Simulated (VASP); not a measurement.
# WSe2 in VASP: phonons with r2SCAN

Aim: the phonons of WSe2 with r2SCAN.

All numbers are computed with VASP 6.6.1; they aren't measurements. Logs are shortened: lines on timing, memory, paths and dates and some standing lists are left out, and cuts for length are marked.

### Step 1. Starting point

The cell holds a slab with vacuum, 3 atoms: a = 3.318 Å, b = 3.318 Å, c = 21.328 Å, α = 90.00°, β = 90.00°, γ = 120.00°.

### Step 2. Phonons, r2SCAN

Contents of POSCAR:

```
WSe2
1.0
    3.3176259779     -0.0000000000     -0.0000000000
   -1.6588129840      2.8731483793     -0.0000000000
   -0.0000000000      0.0000000000     21.3281466566
  W               Se
     1     2
Direct
     0.6666666699999979    0.3333333300000021    0.5000065899347557
     0.3333333300000021    0.6666666699999979    0.5779487830653264
     0.3333333300000021    0.6666666699999979    0.4220686946999145
```

Contents of INCAR.step1:

```
SYSTEM = WSe2
ALGO = Normal ; DIPOL = 0.5 0.5 0.500
EDIFF = 1E-8 ; EDIFFG = -0.002
ENCUT = 600 ; IBRION = 2
IDIPOL = 3 ; ISIF = 2
ISMEAR = 0 ; LASPH = .TRUE.
LCHARG = .FALSE. ; LDIPOL = .TRUE.
LMIXTAU = .TRUE. ; LREAL = .FALSE.
LWAVE = .FALSE. ; METAGGA = R2SCAN
NELM = 80 ; NSW = 40
PREC = Accurate ; SIGMA = 0.05
```

Contents of INCAR.step2:

```
SYSTEM = WSe2
ALGO = Normal ; DIPOL = 0.5 0.5 0.500
EDIFF = 1E-8 ; ENCUT = 600
IBRION = 6 ; IDIPOL = 3
ISIF = 2 ; ISMEAR = 0
LASPH = .TRUE. ; LCHARG = .FALSE.
LDIPOL = .TRUE. ; LMIXTAU = .TRUE.
LREAL = .FALSE. ; LWAVE = .FALSE.
METAGGA = R2SCAN ; NELM = 80
NFREE = 2 ; NSW = 1
POTIM = 0.015 ; PREC = Accurate
SIGMA = 0.05
```

Contents of KPOINTS:

```
k-points
0
G
  12 12 1
  0 0 0
```

Potentials or basis: VASP PAW PBE potentials, release 64 (W_sv, Se).

Started as:

```bash
cat potpaw_PBE.64/W_sv/POTCAR potpaw_PBE.64/Se/POTCAR > POTCAR
cp INCAR.step1 INCAR
mpirun -np 1 vasp_std > vasp.out
cp CONTCAR POSCAR
cp INCAR.step2 INCAR
mpirun -np 1 vasp_std > vasp.out
```

OUTCAR:

```text
SYSTEM = WSe2
   EDIFF = 1E-8
   ENCUT = 600
   IBRION = 6
   ISIF = 2
   ISMEAR = 0
   LASPH = .TRUE.
   LREAL = .FALSE.
   METAGGA = R2SCAN
   NELM = 80
   NFREE = 2
   NSW = 1
   POTIM = 0.015
   PREC = Accurate

 ion  position               nearest neighbor table
   1  0.667  0.333  0.500-   3 2.54   3 2.54   3 2.54   2 2.54   2 2.54   2 2.54
   2  0.333  0.667  0.578-   1 2.54   1 2.54   1 2.54
   3  0.333  0.667  0.422-   1 2.54   1 2.54   1 2.54

  LATTYP: Found a hexagonal cell.
 ALAT       =     3.3176259779
 C/A-ratio  =     6.4287375366

  Lattice vectors:

 A1 = (   3.3176259779,   0.0000000000,   0.0000000000)
 A2 = (  -1.6588129840,   2.8731483793,   0.0000000000)
 A3 = (   0.0000000000,   0.0000000000,  21.3281466566)

Analysis of symmetry for initial positions (statically):
=====================================================================
 Subroutine PRICEL returns:
 Original cell was already a primitive cell.

 Routine SETGRP: Setting up the symmetry group for a
 hexagonal supercell.

 Subroutine GETGRP returns: Found 12 space group operations
 (whereof  6 operations were pure point group operations)
 out of a pool of 24 trial point group operations.

The static configuration has the point symmetry C_3v.
 The point group associated with its full space group is D_3h.

Analysis of symmetry for dynamics (positions and initial velocities):
=====================================================================
 Subroutine PRICEL returns:
 Original cell was already a primitive cell.

 Routine SETGRP: Setting up the symmetry group for a
 hexagonal supercell.

 Subroutine GETGRP returns: Found 12 space group operations
 (whereof  6 operations were pure point group operations)
 out of a pool of 24 trial point group operations.

The dynamic configuration has the point symmetry C_3v.
 The point group associated with its full space group is D_3h.

 Subroutine INISYM returns: Found 12 space group operations
 (whereof  6 operations are pure point group operations),
 and found     1 'primitive' translations

----------------------------------------------------------------------------------------

                                     Primitive cell

  volume of cell :     203.3006

  direct lattice vectors                    reciprocal lattice vectors
     3.317625978  0.000000000  0.000000000     0.301420355  0.174025122  0.000000000
    -1.658812984  2.873148379  0.000000000     0.000000000  0.348050246  0.000000000
     0.000000000  0.000000000 21.328146657     0.000000000  0.000000000  0.046886399

  length of vectors
     3.317625978  3.317625977 21.328146657     0.348050246  0.348050246  0.046886399

  position of ions in fractional coordinates (direct lattice)
     0.666666670  0.333333330  0.500006590
     0.333333330  0.666666670  0.577943693
     0.333333330  0.666666670  0.422073785

  ion indices of the primitive-cell ions
   primitive index   ion index
                 1           1
                 2           2
                 3           3

----------------------------------------------------------------------------------------

 KPOINTS: k-points

Automatic generation of k-mesh.
 Grid dimensions read from file:
 generate k-points for:   12   12    1

 Generating k-lattice:

  Cartesian coordinates                     Fractional coordinates (reciprocal lattice)
     0.025118363  0.014502094  0.000000000     0.083333333 -0.000000000  0.000000000
     0.000000000  0.029004187  0.000000000     0.000000000  0.083333333  0.000000000
     0.000000000  0.000000000  0.046886399     0.000000000  0.000000000  1.000000000

  Length of vectors
     0.029004187  0.029004187  0.046886399

  Shift w.r.t. Gamma in fractional coordinates (k-lattice)
     0.000000000  0.000000000  0.000000000

 Subroutine IBZKPT returns following result:
 ===========================================

 Found     19 irreducible k-points:

 Following reciprocal coordinates:
            Coordinates               Weight
  0.000000  0.000000  0.000000      1.000000
  0.083333 -0.000000  0.000000      6.000000
  0.166667 -0.000000  0.000000      6.000000
  0.250000 -0.000000  0.000000      6.000000
  0.333333  0.000000  0.000000      6.000000
  0.416667  0.000000  0.000000      6.000000
[... 11 lines left out ...]
  0.333333  0.250000  0.000000     12.000000
  0.333333  0.333333  0.000000      2.000000
   k-points           NKPTS =     19   k-points in BZ     NKDIM =     19   number of bands    NBANDS=     17
   number of dos      NEDOS =    301   number of ions     NIONS =      3
   total plane-waves  NPLWV = 141120
   dimension x,y,z NGX =    28 NGY =   28 NGZ =  180
   dimension x,y,z NGXF=    56 NGYF=   56 NGZF=  360
   ions per type =               1   2
   NGX,Y,Z   is equivalent  to a cutoff of  14.03, 14.03, 14.03 a.u.
   NGXF,Y,Z  is equivalent  to a cutoff of  28.06, 28.06, 28.06 a.u.
 SYSTEM =  WSe2
   PREC   = accura    normal or accurate (medium, high low for compatibility)
   ISTART =      0    job   : 0-new  1-cont  2-samecut
   ICHARG =      2    charge: 1-file 2-atom 10-const
   ISPIN  =      1    spin polarized calculation?
   LNONCOLLINEAR =      F non collinear calculations
   LSORBIT =      F    spin-orbit coupling
   LASPH  =      T    aspherical Exc in radial PAW
   ENCUT  =  600.0 eV  44.10 Ry    6.64 a.u.   6.63  6.63 42.60*2*pi/ulx,y,z
   NELM   =     80;   NELMIN=  2; NELMDL=  0     # of ELM steps
   EDIFF  = 0.1E-07   stopping-criterion for ELM
   LREAL  =      F    real-space projection
   EDIFFG = 0.1E-06   stopping-criterion for IOM
   NSW    =     73    number of steps for IOM
   IBRION =      6    ionic relax: 0-MD 1-quasi-New 2-CG
   NFREE  =      2    steps in history (QN), initial steepest desc. (CG)
   ISIF   =      2    stress and relaxation
   ISYM   =      2    0-nonsym 1-usesym 2-fastsym
   POTIM  = 0.0150    time-step for ionic-motion
   TEBEG  =    0.0;   TEEND  =   0.0 temperature during run
   PSTRESS=    0.0 pullay stress
   NELECT =      26.0000    total number of electrons
   NUPDOWN=      -1.0000    fix difference up-down
   EMIN   =  10.00;   EMAX   =-10.00  energy-range for DOS
[... 5 lines left out ...]
     AMIX     =   0.40;   BMIX     =  1.00
     AMIX_MAG =   1.60;   BMIX_MAG =  1.00
  volume/ion in A,a.u.               =      67.77       457.31
  Fermi-wavevector in a.u.,A,eV,Ry     =   0.824808  1.558662  9.256165  0.680309
  Thomas-Fermi vector in A             =   1.936558
   LORBIT       =      0    0 simple, 1 ext, 2 COOP (PROOUT), +10 PAW based schemes
   METAGGA = R2SCAN    functional components
   LHFCALC =     F    Hartree Fock is set to
   AEXX    =    0.0000 exact exchange contribution
   IVDW    =     0    specifies the selected vdW correction
   LEPSILON=     F    determine dielectric tensor
   LRPA    =     F    only Hartree local field effects (RPA)
 finite differences with symmetry
 non-spin polarized calculation
 Gauss-broadening in eV      SIGMA  =   0.05
  energy-cutoff  :      600.00
  volume of cell :      203.30
 maximum number of plane-waves:      6851
 NGX is ok and might be reduce to    28
   NGX = 13   NGY = 13   NGZ = 85

--------------------------------------- Ionic step        1  -------------------------------------------

 number of electron      25.9999998 magnetization

 Free energy of the ion-electron system (eV)
  ---------------------------------------------------
  ext. energy  EPLUGINS =         0.00000000
  ---------------------------------------------------
  free energy    TOTEN  =       -81.75221763 eV

  energy without entropy =      -81.75221763  energy(sigma->0) =      -81.75221763

------------------------ aborting loop because EDIFF is reached ----------------------------------------

  FORCE on cell =-STRESS in cart. coord.  units (eV):
  Direction    XX          YY          ZZ          XY          YZ          ZX
  --------------------------------------------------------------------------------------
  -------------------------------------------------------------------------------------
  Total       -0.0279027     -0.0279027     -0.0142035     -0.0000000     -0.0000000      0.0000000
  in kB       -0.2198968     -0.2198968     -0.1119355     -0.0000000     -0.0000000      0.0000000
  external PRESSURE =      -0.1839097 kB  Pullay stress =       0.0000000 kB
[... 277 lines left out ...]
  FREE ENERGIE OF THE ION-ELECTRON SYSTEM (eV)
  ---------------------------------------------------
  free  energy   TOTEN  =       -81.7503334821 eV

  energy  without entropy=      -81.7503334821  energy(sigma->0) =      -81.75033348

 dipolmoment           0.000000      0.000000     -0.000090 electrons x Angstroem

--------------------------------------- Ionic step        9  -------------------------------------------

 number of electron      25.9999999 magnetization

 dipolmoment           0.000000      0.000000      0.000608 electrons x Angstroem

 Free energy of the ion-electron system (eV)
  ---------------------------------------------------
  ext. energy  EPLUGINS =         0.00000000
  ---------------------------------------------------
  free energy    TOTEN  =       -81.75035301 eV

  energy without entropy =      -81.75035301  energy(sigma->0) =      -81.75035301

 E-fermi :  -1.6204     XC(G=0):  -3.7631

 val. band max:       -2.0225080330   @ k =   0.3333   0.3333   0.0000
 cond. band min:      -0.4035279869   @ k =   0.3333   0.3333   0.0000
 fundamental gap:      1.6189800461
 Fermi energy:        -1.6203506954

 k-point     1 :       0.0000    0.0000    0.0000
  band No.  band energies     occupation
      1     -78.0199      2.00000
      2     -41.5977      2.00000
      3     -41.5002      2.00000
      4     -41.5002      2.00000
      5     -17.4241      2.00000
      6     -16.0381      2.00000
[... 359 lines left out ...]
      6     -14.9498      2.00000
[... 9 lines left out ...]
     16       1.7081      0.00000
     17       3.2166      0.00000

------------------------ aborting loop because EDIFF is reached ----------------------------------------

 vacuum level on the upper side and lower side of the slab       (xc-potential included)        -0.011        -0.023

  FORCE on cell =-STRESS in cart. coord.  units (eV):
  Direction    XX          YY          ZZ          XY          YZ          ZX
  --------------------------------------------------------------------------------------
  -------------------------------------------------------------------------------------
  Total        0.1381200      0.1381200      0.4458639      0.0000000     -0.0000000      0.0000000
  in kB        1.0885006      1.0885006      3.5137779      0.0000000     -0.0000000      0.0000000
  external PRESSURE =       1.8969264 kB  Pullay stress =       0.0000000 kB
[... 18 lines left out ...]
  FREE ENERGIE OF THE ION-ELECTRON SYSTEM (eV)
  ---------------------------------------------------
  free  energy   TOTEN  =       -81.7503530077 eV

  energy  without entropy=      -81.7503530077  energy(sigma->0) =      -81.75035301

 INTERNAL STRAIN TENSORS FROM DISPLACED ATOMS
 ============================================

 INTERNAL STRAIN TENSOR FOR ION    1 for displacements in x,y,z  (eV/Angst):
          X           Y           Z          XY          YZ          ZX
  --------------------------------------------------------------------------------
  x     0.00000    -0.00000     0.00000     6.64314     0.00000     0.00000
  y     6.64314    -6.64314     0.00000    -0.00000     0.00000     0.00000
  z    -0.00000     0.00000     0.00000     0.00000    -0.00000     0.00000

 INTERNAL STRAIN TENSOR FOR ION    3 for displacements in x,y,z  (eV/Angst):
          X           Y           Z          XY          YZ          ZX
  --------------------------------------------------------------------------------
  x    -0.00000     0.00000     0.00000    -3.31642     0.00000    14.52698
  y    -3.31642     3.31642     0.00000     0.00000    14.52696     0.00000
  z    10.80615    10.80615    30.40571     0.00000     0.00000    -0.00000

 Eigenvectors and eigenvalues of the dynamical matrix
 ----------------------------------------------------

   1 f  =    9.232808 THz    58.011443 2PiTHz  307.973322 cm-1    38.183808 meV
             X         Y         Z           dx          dy          dz
      1.658813  0.957716 10.664214     0.000000   -0.000000   -0.679542
     -0.000000  1.915432 12.326468    -0.000000   -0.000000    0.518759
     -0.000000  1.915432  9.002052    -0.000000   -0.000000    0.518759
[... 43 lines left out ...]
   9 f/i=    0.002666 THz     0.016751 2PiTHz    0.088928 cm-1     0.011026 meV
             X         Y         Z           dx          dy          dz
      1.658813  0.957716 10.664214     0.000000    0.000000    0.733637
     -0.000000  1.915432 12.326468    -0.000000    0.000000    0.480509
     -0.000000  1.915432  9.002052     0.000000   -0.000000    0.480509

 ELASTIC MODULI CONTR FROM IONIC RELAXATION (kBar)
 Direction    XX          YY          ZZ          XY          YZ          ZX
 --------------------------------------------------------------------------------
 XX        -118.5887    -81.9689   -282.1586     -0.0000     -0.0000     -0.0000
 YY         -81.9689   -118.5887   -282.1586     -0.0000      0.0000     -0.0000
 ZZ        -282.1586   -282.1586   -793.9213     -0.0000      0.0000     -0.0000
 XY          -0.0000     -0.0000     -0.0000    -18.3099      0.0000      0.0000
 YZ          -0.0000      0.0000      0.0000     -0.0000   -380.2059     -0.0000
 ZX          -0.0000     -0.0000     -0.0000      0.0000     -0.0000   -380.2070
 --------------------------------------------------------------------------------

 vacuum level on the upper side and lower side of the slab         3.304         3.291
```

Run time: 2.8 h. Hardware: 1 thread of AMD EPYC 7R13 (Zen 3), shared host; peak memory 0.77 GiB.

What came out:

* Highest phonon frequency at Γ, LO-TO splitting left out: 308 cm⁻¹

Phonon frequencies in cm⁻¹ (negative: imaginary):
```tsv
q point	frequencies
(0.000, 0.000, 0.000)	0 0 0 174 174 246 246 251 308
```

Caveat: the PAW data sets were made with another functional, which shifts forces and pressure a little.
